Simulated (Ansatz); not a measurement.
Runs of Ansatz 0.2.0 on CuO. The structure is tetragonal, space group P4/mmm (No. 123). Conventional cell: a = 4.161 Å, b = 4.161 Å, c = 3.888 Å, α = 90.00°, β = 90.00°, γ = 90.00°. Around Cu (site symmetry mmm) lie 4 O at 1.94 to 2.08 Å. Around Cu (site symmetry 4/mmm) lie 6 O at 1.94 to 2.08 Å. Around O (site symmetry 4/mmm) lie 6 Cu at 1.94 to 2.08 Å. O (site symmetry mmm) is surrounded by 4 Cu at 1.94 to 2.08 Å. Measurements of this composition are mostly on another form, of space group No. 15.

```csv
task,level,U,cutoff (eV),points for each segment of the path,hubbard projectors,double counting,gap on the mesh (eV),pressure (GPa)
projected density of states,BLYP,-,420,-,-,-,none,7.5
projected density of states,r2SCAN,-,500,-,-,-,none,(b)
projected density of states,LDA,-,420,-,-,-,none,(a)
projected density of states,PBEsol,-,420,-,-,-,none,-5.5
band structure,PBEsol+U,Cu d U = 5.3 eV,420,14,ortho-atomic (the default),fll (the default),none,-2.4
```

Alike in all rows: potentials or basis Ansatz PAW; no spin polarisation; cell as given; k mesh 7 × 7 × 7; smearing fermi-dirac 0.05 eV.

Fill in the values left out.

(a) -11.5; (b) -4.8.

Caveats: an odd number of electrons without spin polarisation forces a metal; a magnetic or distorted state may lie lower; the run has no spin polarisation, though such a crystal can be magnetic; the PAW data sets come from PBE, with cores solved anew for the run's functional, which leaves a small shift of forces and pressure; semilocal functionals often make such compounds metallic where correlation or magnetic order opens a gap, which also shifts bond lengths (some runs); U without spin polarisation on a metal has little footing (some runs).

A gap of «none» marks a metal or a gap under the smearing width.

Runs at the PBE level aren't shown here.
